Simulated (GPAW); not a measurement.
# Magnetic state of zigzag V chain, bond 2.466 A from several starts

A self-consistent run ends on one state, which hangs on the start. Several orders of zigzag V chain, bond 2.466 A are started in GPAW and their energies compared.

Method: PBE; plane waves with GPAW's PAW setups, scalar-relativistic, in GPAW 26.7.0.

This is a report of a sequence of runs, with most program output left out.

### Step 1. Starting point

The cell holds 2 atoms: 2 V. Its edges and angles: a = 12.000 Å, b = 12.000 Å, c = 2.959 Å, α = 90.0°, β = 90.0°, γ = 90.0°. model lattice. Vacuum lies along a and b. The structure's axis is c.

### Step 2. Run 1 (ferro ++)

Parallel moments need no larger cell; this start tests for a ferromagnetic state only.

Contents of order1.py:

```python
import json
import numpy as np
from ase import Atoms
from ase.parallel import paropen, parprint
from gpaw import GPAW

atoms = Atoms(['V', 'V'],
    cell=[[12.0, 0.0, 0.0],
         [0.0, 12.0, 0.0],
         [0.0, 0.0, 2.9592]],
    scaled_positions=[[0.4178, 0.5, 0.0],
         [0.5822, 0.5, 0.5]],
    pbc=True,
    magmoms=[1.5, 1.5])
atoms.calc = GPAW(mode={'name': 'pw', 'ecut': 550},
    xc='PBE',
    kpts={'size': (1, 1, 10), 'gamma': True},
    occupations={'name': 'fermi-dirac', 'width': 0.05},
    convergence={'density': 1e-05, 'energy': 1e-05},
    maxiter=200,
    symmetry={'tolerance': 1e-4},
    txt='order1.txt')
e = atoms.get_potential_energy(force_consistent=True)
res = {'free_energy': e, 'energy_sigma0': atoms.get_potential_energy(), 'fermi_energy': atoms.calc.get_fermi_level()}
res['moments'] = atoms.get_magnetic_moments().tolist()
res['total'] = atoms.get_magnetic_moment()
parprint('site moments (muB):', np.round(res['moments'], 3))
parprint(f"total moment: {res['total']:.3f} muB")
parprint(f'free energy: {e:.6f} eV')
atoms.calc.write('order1.gpw')
with paropen('results.json', 'w') as f:
    json.dump(res, f)
```

Run with:

```bash
> OMP_NUM_THREADS=1 python3 order1.py > order1.log
```

Wall time 2 min (1 MPI rank of Intel Xeon Platinum 8375C at 2.90GHz (Ice Lake), shared host); peak memory 0.43 GiB.

Numbers from this step:

```yaml
magnetization: 0.2390 μB
final_state: weakly magnetic
largest_moment: 0.1066 μB
```

After 30 cycles the largest moment is only 0.107 μB.

### Step 3. Run 2 (antiferro +-)

Another pattern of signs weighs the neighbour shells otherwise.

order2.py is the script of step 2 with these lines changed:

```diff
@@ -13,3 +13,3 @@
     pbc=True,
-    magmoms=[1.5, 1.5])
+    magmoms=[1.5, -1.5])
 atoms.calc = GPAW(mode={'name': 'pw', 'ecut': 550},
@@ -21,3 +21,3 @@
     symmetry={'tolerance': 1e-4},
-    txt='order1.txt')
+    txt='order2.txt')
 e = atoms.get_potential_energy(force_consistent=True)
@@ -29,3 +29,3 @@
 parprint(f'free energy: {e:.6f} eV')
-atoms.calc.write('order1.gpw')
+atoms.calc.write('order2.gpw')
 with paropen('results.json', 'w') as f:
```

Run with:

```bash
> OMP_NUM_THREADS=1 python3 order2.py > order2.log
```

Elapsed: 68 s, on 1 MPI rank; peak memory 0.42 GiB.

Read from the output:

```yaml
magnetization: 0 μB
final_state: antiferromagnetic
largest_moment: 2.055 μB
```

It lies 238 meV a seeded atom under the first start, and its largest moment is 2.05 μB against 0.107 μB.

### Step 4. Start 3: antiferro q=(0,0,1/2) +-+-

This order needs a doubled cell of 4 atoms. Its mesh is chosen so that both cells sample the same points.

Contents of order3.py:

```python
import json
import numpy as np
from ase import Atoms
from ase.parallel import paropen, parprint
from gpaw import GPAW

atoms = Atoms(['V', 'V', 'V', 'V'],
    cell=[[12.0, 0.0, 0.0],
         [0.0, 12.0, 0.0],
         [0.0, 0.0, 5.9184]],
    scaled_positions=[[0.4178, 0.5, 0.0],
         [0.4178, 0.5, 0.5],
         [0.5822, 0.5, 0.25],
         [0.5822, 0.5, 0.75]],
    pbc=True,
    magmoms=[1.5, -1.5, 1.5, -1.5])
atoms.calc = GPAW(mode={'name': 'pw', 'ecut': 550},
    xc='PBE',
    kpts={'size': (1, 1, 5), 'gamma': True},
    occupations={'name': 'fermi-dirac', 'width': 0.05},
    convergence={'density': 1e-05, 'energy': 1e-05},
    maxiter=200,
    symmetry={'tolerance': 1e-4},
    txt='order3.txt')
e = atoms.get_potential_energy(force_consistent=True)
res = {'free_energy': e, 'energy_sigma0': atoms.get_potential_energy(), 'fermi_energy': atoms.calc.get_fermi_level()}
res['moments'] = atoms.get_magnetic_moments().tolist()
res['total'] = atoms.get_magnetic_moment()
parprint('site moments (muB):', np.round(res['moments'], 3))
parprint(f"total moment: {res['total']:.3f} muB")
parprint(f'free energy: {e:.6f} eV')
atoms.calc.write('order3.gpw')
with paropen('results.json', 'w') as f:
    json.dump(res, f)
```

Run with:

```bash
> OMP_NUM_THREADS=1 python3 order3.py > order3.log
```

It took 4.8 min on 1 MPI rank; peak memory 0.73 GiB.

Spin moment in the augmentation sphere by atom:

```
atom  spin moment in the augmentation sphere (μB)
  V1                                         1.97
  V2                                        -1.97
  V3                                         1.97
  V4                                        -1.97
```

Numbers from this step:

* magnetization: 0 μB
* final state: antiferromagnetic

It lies 132 meV a seeded atom under the first start, and its largest moment is 1.97 μB against 0.107 μB.

### Step 5. Start 4: no spin polarisation

This run holds no moments, which gives a state to set the others against.

Contents of nospin.py:

```python
import json
import numpy as np
from ase import Atoms
from ase.parallel import paropen, parprint
from gpaw import GPAW

atoms = Atoms(['V', 'V'],
    cell=[[12.0, 0.0, 0.0],
         [0.0, 12.0, 0.0],
         [0.0, 0.0, 2.9592]],
    scaled_positions=[[0.4178, 0.5, 0.0],
         [0.5822, 0.5, 0.5]],
    pbc=True)
atoms.calc = GPAW(mode={'name': 'pw', 'ecut': 550},
    xc='PBE',
    kpts={'size': (1, 1, 10), 'gamma': True},
    occupations={'name': 'fermi-dirac', 'width': 0.05},
    convergence={'density': 1e-05, 'energy': 1e-05},
    maxiter=200,
    symmetry={'tolerance': 1e-4},
    txt='nospin.txt')
e = atoms.get_potential_energy(force_consistent=True)
res = {'free_energy': e, 'energy_sigma0': atoms.get_potential_energy(), 'fermi_energy': atoms.calc.get_fermi_level()}
parprint(f'free energy: {e:.6f} eV')
atoms.calc.write('nospin.gpw')
with paropen('results.json', 'w') as f:
    json.dump(res, f)
```

Run with:

```bash
> OMP_NUM_THREADS=1 python3 nospin.py > nospin.log
```

Wall time 38 s (1 MPI rank); peak memory 0.31 GiB.

This step gave:

```yaml
final_state: non-magnetic (no spin polarisation)
```

It lies 0.266 meV a seeded atom over the first start.

### Step 6. An attempt with other settings

An input with a fault is tried, to see how the program answers.

Contents of run.py:

```python
import json
import numpy as np
from ase import Atoms
from ase.parallel import paropen, parprint
from gpaw import GPAW

atoms = Atoms(['V', 'V'],
    cell=[[12.0, 0.0, 0.0],
         [0.0, 12.0, 0.0],
         [0.0, 0.0, 2.9592]],
    scaled_positions=[[0.4178, 0.5, 0.0],
         [0.5822, 0.5, 0.5]],
    pbc=True,
    magmoms=[1.5, 1.5])
atoms.calc = GPAW(mode={'name': 'pw', 'ecut': 550},
    xc='PBE',
    kpts={'size': (1, 1, 10), 'gamma': True},
    occupations={'name': 'fermi-dirac', 'width': 0.05},
    convergence={'density': 1e-05, 'energy': 1e-05},
    maxiter=2,
    symmetry={'tolerance': 1e-4},
    txt='run.txt')
e = atoms.get_potential_energy(force_consistent=True)
res = {'free_energy': e, 'energy_sigma0': atoms.get_potential_energy(), 'fermi_energy': atoms.calc.get_fermi_level()}
res['moments'] = atoms.get_magnetic_moments().tolist()
res['total'] = atoms.get_magnetic_moment()
parprint('site moments (muB):', np.round(res['moments'], 3))
parprint(f"total moment: {res['total']:.3f} muB")
parprint(f'free energy: {e:.6f} eV')
atoms.calc.write('run.gpw')
with paropen('results.json', 'w') as f:
    json.dump(res, f)
```

Run with:

```bash
> OMP_NUM_THREADS=1 python3 run.py > run.log
```

The job ended after 13 s (1 MPI rank; peak memory 0.41 GiB).

The run stopped without converging, so none of its numbers is a property of the system.

The fault put into the input: too few SCF iterations.

The limit on cycles came before convergence; raising it mends this.

### Step 7. The states side by side

These are free energies at a smearing of 0.05 eV, so its entropy term is in the differences. They are divided by the number of seeded atoms, so that cells of unlike size compare. Wavevectors q in the names are fractions of the reciprocal vectors of the first run's cell.

Orders:

```csv
start,final state,typed order kept,energy over the lowest (meV a seeded atom),largest site moment (μB),net moment (μB a primitive cell),mesh matched,CPU time (s)
ferro ++,weakly magnetic,yes,238.4,0.1066,0.239,yes,117.4
antiferro +-,antiferromagnetic,yes,0,2.055,5.11e-5,yes,68.26
"antiferro q=(0,0,1/2) +-+-",antiferromagnetic,yes,106.4,1.967,9.13e-5,yes,287.6
no spin polarisation,non-magnetic,-,238.7,0,0,yes,37.94
```

### Step 8. Results

```yaml
lowest_state_found: antiferromagnetic (typed antiferro +-)
largest_site_moment: 2.05 μB
next_state: antiferromagnetic, 106 meV a seeded atom higher
energy_gained_by_spin_polarisation: 239 meV a seeded atom
```

**Reading.** The lowest state found is antiferromagnetic, reached from the start antiferro +-, with moments up to 2.05 μB. The next state costs 106 meV a seeded atom. Only 4 starts are shown; other collinear patterns, canted and longer-period orders are not.

[Logs and program files are shortened in this print: banners, set-up blocks, solver, clock and traceback lines can be left out without a mark of their own.]

[Logs are printed without paths, hosts, clocks, repeated set-up lines and the standing remarks that a program may print on its own settings, such as how far it seeks lower states.]

[Hosts, paths, dates, database ids (printed as entryN), source tags and the programs' standing remarks are cut or masked in the printed files.]

[Where a cell is said to come from a database of computed structures, the database is the Materials Project.]
